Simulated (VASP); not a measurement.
# Relaxed cell of CdSe (Cadmoselite): a test of cutoff and mesh, part 2 of 2

Aim: test the relaxed volume of CdSe (Cadmoselite) against cutoff and mesh. The starting structure is a measured crystal structure from the Crystallography Open Database. The first relaxation on each setting starts from this cell expanded by 3 % in volume.

VASP 6.6.1.

Results so far: reference 28.25 Å³ an atom; a cutoff of 270 eV 27.72 Å³ an atom; a 3×3×2 mesh 28.48 Å³ an atom.

## Step 5: Relaxation with a cutoff of 600 eV

Level of this step: PBEsol; plane waves and PAW (Cd, Se) (VASP).

Against step 2 the input has ENCUT = 600. This run starts from the cell of an earlier relaxation, which isn't shown; the restart sets up the plane waves anew.

Input file INCAR:

```
SYSTEM = CdSe
PREC = Accurate
ENCUT = 600
EDIFF = 1E-06
NELM = 100
ISMEAR = 0
SIGMA = 0.03
LREAL = .FALSE.
ALGO = Normal
GGA = PS
NBANDS = 24
LORBIT = 11
LWAVE = .FALSE.
LCHARG = .FALSE.
KPAR = 8
IBRION = 2
NSW = 50
ISIF = 3
EDIFFG = -0.006
```

Input file POSCAR:

```
CdSe
1.0
    4.3141148550      0.0000000000      0.0000000000
   -2.1570574275      3.7361330593      0.0000000000
    0.0000000000      0.0000000000      7.0252218462
Cd Se
2 2
Direct
    0.6666666667      0.3333333333      0.5002814330
    0.3333333333      0.6666666667      0.0002814330
    0.6666666667      0.3333333333      0.8765085670
    0.3333333333      0.6666666667      0.3765085670
```

Input file KPOINTS:

```
Automatic mesh
0
Gamma
6 6 4
0 0 0
```

PAW data sets: Cd and Se (PBE family, release 64).

Started as:

```
$ mpirun -np 8 vasp_std
```

The program printed:

```text
[... set-up lines as in an earlier step ...]
 entering main loop
       N       E                     dE             d eps       ncg     rms          rms(c)
DAV:   1     0.252903711987E+03    0.25290E+03   -0.18379E+04  1008   0.150E+03
DAV:   2    -0.127680979402E+00   -0.25303E+03   -0.24625E+03  1152   0.341E+02
DAV:   3    -0.130134530331E+02   -0.12886E+02   -0.12822E+02  1216   0.769E+01
DAV:   4    -0.131097177890E+02   -0.96265E-01   -0.96245E-01  1128   0.666E+00
[...]
DAV:  13    -0.123460406533E+02   -0.32911E-05   -0.16113E-05  1152   0.191E-02    0.939E-03
DAV:  14    -0.123460393279E+02    0.13254E-05   -0.38012E-06  1056   0.151E-02    0.377E-03
DAV:  15    -0.123460394092E+02   -0.81361E-07   -0.37047E-07   624   0.369E-03
   1 F= -.12346039E+02 E0= -.12346039E+02  d E =-.123460E+02
[...]
N       E                     dE             d eps       ncg     rms          rms(c)
DAV:   1    -0.123462283913E+02   -0.18906E-03   -0.51430E-03  1040   0.627E-01    0.926E-02
DAV:   2    -0.123460795231E+02    0.14887E-03   -0.39788E-04  1144   0.234E-01    0.346E-02
DAV:   3    -0.123460580050E+02    0.21518E-04   -0.41798E-05  1080   0.493E-02    0.268E-02
DAV:   4    -0.123460539635E+02    0.40415E-05   -0.84415E-06  1168   0.217E-02    0.467E-03
DAV:   5    -0.123460540314E+02   -0.67949E-07   -0.15610E-06   560   0.136E-02
   2 F= -.12346054E+02 E0= -.12346054E+02  d E =-.146222E-04
 trial-energy change:   -0.000015  1 .order   -0.000012   -0.000027    0.000002
 step:   0.9333(harm=  0.9333)  dis= 0.00012  next Energy=   -12.346052 (dE=-0.124E-04)
[...]
N       E                     dE             d eps       ncg     rms          rms(c)
DAV:   1    -0.123460546844E+02   -0.72090E-06   -0.20966E-05  1024   0.385E-02    0.617E-03
DAV:   2    -0.123460541053E+02    0.57912E-06   -0.18149E-06   504   0.160E-02
   3 F= -.12346054E+02 E0= -.12346054E+02  d E =-.146960E-04
[...]
reached required accuracy - stopping structural energy minimisation
```

It took 16 s on 8 MPI ranks of Intel Xeon 6975P-C (Granite Rapids), shared host; peak memory 2.6 GiB.

From OUTCAR (step 5):

```text
  Total        0.0123106      0.0123106      0.0172492      0.0000000     -0.0000000      0.0000000
  in kB        0.1742883      0.1742883      0.2442069      0.0000000     -0.0000000      0.0000000
  external PRESSURE =       0.1975945 kB  Pullay stress =       0.0000000 kB

 POSITION                                       TOTAL-FORCE (eV/Angst)
 -----------------------------------------------------------------------------------
      2.15630      1.24494      3.51516         0.000000      0.000000      0.005443
     -0.00000      2.48988      0.00210         0.000000     -0.000000      0.005443
      2.15630      1.24494      6.15833        -0.000000     -0.000000     -0.005443
     -0.00000      2.48988      2.64527        -0.000000      0.000000     -0.005443
 -----------------------------------------------------------------------------------
    total drift:                               -0.000000      0.000000      0.000921

  FREE ENERGIE OF THE ION-ELECTRON SYSTEM (eV)
  ---------------------------------------------------
  free  energy   TOTEN  =       -12.3460541053 eV

  energy  without entropy=      -12.3460541053  energy(sigma->0) =      -12.34605411

[... 2 parts as in an earlier step ...]

[... 2 further parts left out ...]
[key lines of the parts left out:]
E-fermi :   0.9417
```

With a cutoff of 600 eV the cell ends at 28.292 Å³ an atom, +0.16 % from the reference.

## Step 6: Relaxation with an 8×8×4 mesh

Against step 2 the input has an 8×8×4 mesh. This run starts from the cell of an earlier relaxation, which isn't shown; the restart sets up the plane waves anew.

INCAR, as its differences from that of step 5:

```diff
@@ -2,3 +2,3 @@
 PREC = Accurate
-ENCUT = 600
+ENCUT = 450
 EDIFF = 1E-06
```

Input file POSCAR:

```
CdSe
1.0
    4.3110466043      0.0000000000      0.0000000000
   -2.1555233022      3.7334758762      0.0000000000
    0.0000000000      0.0000000000      7.0257995508
Cd Se
2 2
Direct
    0.6666666667      0.3333333333      0.5003568424
    0.3333333333      0.6666666667      0.0003568424
    0.6666666667      0.3333333333      0.8764331576
    0.3333333333      0.6666666667      0.3764331576
```

Input file KPOINTS:

```
Automatic mesh
0
Gamma
8 8 4
0 0 0
```

Started as:

```
$ mpirun -np 8 vasp_std
```

The program printed:

```text
[... set-up lines as in an earlier step ...]
 entering main loop
       N       E                     dE             d eps       ncg     rms          rms(c)
DAV:   1     0.222113697286E+03    0.22211E+03   -0.15920E+04  1440   0.121E+03
DAV:   2    -0.214221097795E+01   -0.22426E+03   -0.21808E+03  1656   0.313E+02
DAV:   3    -0.130328583268E+02   -0.10891E+02   -0.10847E+02  1712   0.705E+01
DAV:   4    -0.131110033909E+02   -0.78145E-01   -0.78124E-01  1664   0.566E+00
[...]
DAV:  13    -0.123493715743E+02   -0.30868E-05   -0.15354E-05  1600   0.188E-02    0.913E-03
DAV:  14    -0.123493703448E+02    0.12296E-05   -0.35198E-06  1544   0.145E-02    0.374E-03
DAV:  15    -0.123493704295E+02   -0.84725E-07   -0.36047E-07   840   0.357E-03
   1 F= -.12349370E+02 E0= -.12349370E+02  d E =-.123494E+02
[...]
N       E                     dE             d eps       ncg     rms          rms(c)
DAV:   1    -0.123496863366E+02   -0.31599E-03   -0.75812E-03  1520   0.815E-01    0.125E-01
DAV:   2    -0.123494220841E+02    0.26425E-03   -0.72675E-04  1616   0.320E-01    0.443E-02
DAV:   3    -0.123493908446E+02    0.31239E-04   -0.70325E-05  1600   0.653E-02    0.364E-02
DAV:   4    -0.123493859125E+02    0.49322E-05   -0.10700E-05  1648   0.230E-02    0.594E-03
DAV:   5    -0.123493859228E+02   -0.10354E-07   -0.22662E-06  1088   0.168E-02
   2 F= -.12349386E+02 E0= -.12349386E+02  d E =-.154933E-04
 trial-energy change:   -0.000015  1 .order   -0.000013   -0.000035    0.000009
 step:   0.7872(harm=  0.7872)  dis= 0.00009  next Energy=   -12.349384 (dE=-0.138E-04)
[...]
N       E                     dE             d eps       ncg     rms          rms(c)
DAV:   1    -0.123493995743E+02   -0.13662E-04   -0.33350E-04  1504   0.170E-01    0.265E-02
DAV:   2    -0.123493882427E+02    0.11332E-04   -0.33138E-05  1608   0.684E-02    0.982E-03
DAV:   3    -0.123493866547E+02    0.15881E-05   -0.29484E-06   904   0.137E-02    0.844E-03
DAV:   4    -0.123493858517E+02    0.80302E-06   -0.83107E-07   768   0.659E-03
   3 F= -.12349386E+02 E0= -.12349386E+02  d E =-.154221E-04
[...]
reached required accuracy - stopping structural energy minimisation
```

Wall time 11 s (8 MPI ranks); peak memory 2 GiB.

From OUTCAR (step 6):

```text
  Total        0.0054229      0.0054229      0.0227228     -0.0000000      0.0000000      0.0000000
  in kB        0.0768871      0.0768871      0.3221688     -0.0000000      0.0000000      0.0000000
  external PRESSURE =       0.1586476 kB  Pullay stress =       0.0000000 kB

 POSITION                                       TOTAL-FORCE (eV/Angst)
 -----------------------------------------------------------------------------------
      2.15476      1.24405      3.51555         0.000000      0.000000      0.004277
     -0.00000      2.48810      0.00260        -0.000000     -0.000000      0.004277
      2.15476      1.24405      6.15765         0.000000     -0.000000     -0.004277
     -0.00000      2.48810      2.64469        -0.000000      0.000000     -0.004277
 -----------------------------------------------------------------------------------
    total drift:                               -0.000000      0.000000     -0.000533

  FREE ENERGIE OF THE ION-ELECTRON SYSTEM (eV)
  ---------------------------------------------------
  free  energy   TOTEN  =       -12.3493858517 eV

  energy  without entropy=      -12.3493858517  energy(sigma->0) =      -12.34938585

[... 1 part as in an earlier step ...]

[... 3 further parts left out ...]
[key lines of the parts left out:]
E-fermi :   0.9483
```

With an 8×8×4 mesh the cell ends at 28.251 Å³ an atom, +0.01 % from the reference.

## Step 7: All runs side by side

```
               run  volume (Å³/atom)  change (%)  pressure left (GPa)  core minutes
         reference            28.247           -                 0.03          8.24
a cutoff of 270 eV            27.719       -1.87                -0.01          3.28
      a 3×3×2 mesh            28.475        0.81                  0.0          1.07
a cutoff of 600 eV            28.292        0.16                 0.02          5.92
     an 8×8×4 mesh            28.251        0.01                 0.02          4.29
```

Core minutes are wall time times ranks, summed over the relaxations behind a row (those for a bulk modulus apart), on shared hosts.

## Step 8: Results

```yaml
volume_of_the_reference: 28.25 Å³/atom
volume_against_the_reference_a_cutoff_of_270_ev: -1.87 %
volume_against_the_reference_a_3x3x2_mesh: +0.81 %
volume_against_the_reference_a_cutoff_of_600_ev: +0.16 %
volume_against_the_reference_an_8x8x4_mesh: +0.01 %
```

The volume moves most with a cutoff of 270 eV: -1.87 % against the reference (450 eV, 6×6×4 mesh). On finer settings it changes by +0.16 % with a cutoff of 600 eV and +0.01 % with an 8×8×4 mesh, not denser along every axis. The axes move most with a 3×3×2 mesh: a by +0.8 % and c by -0.7 %, which partly cancels in the volume. The relaxations stop with up to 0.03 GPa left, which at a bulk modulus of 50 GPa, to name a scale, is 0.05 % of the volume, and more along a soft axis. That understates it: a restart alone still moved the volume by up to 0.8 %. A cell that shrinks at the lower cutoff is the usual mark of Pulay stress, the error that a plane-wave basis makes when it is kept while the volume changes. Further runs on this material are not shown.

[Lines on the potential files, build, host, timing and source positions are cut from VASP's logs without a mark.]

[Logs are printed without paths, hosts, clocks, repeated set-up lines and the standing remarks that a program may print on its own settings, such as how far it seeks lower states.]

[Hosts, paths, dates, database ids (printed as entryN), source tags and the programs' standing remarks are cut or masked in the printed files.]
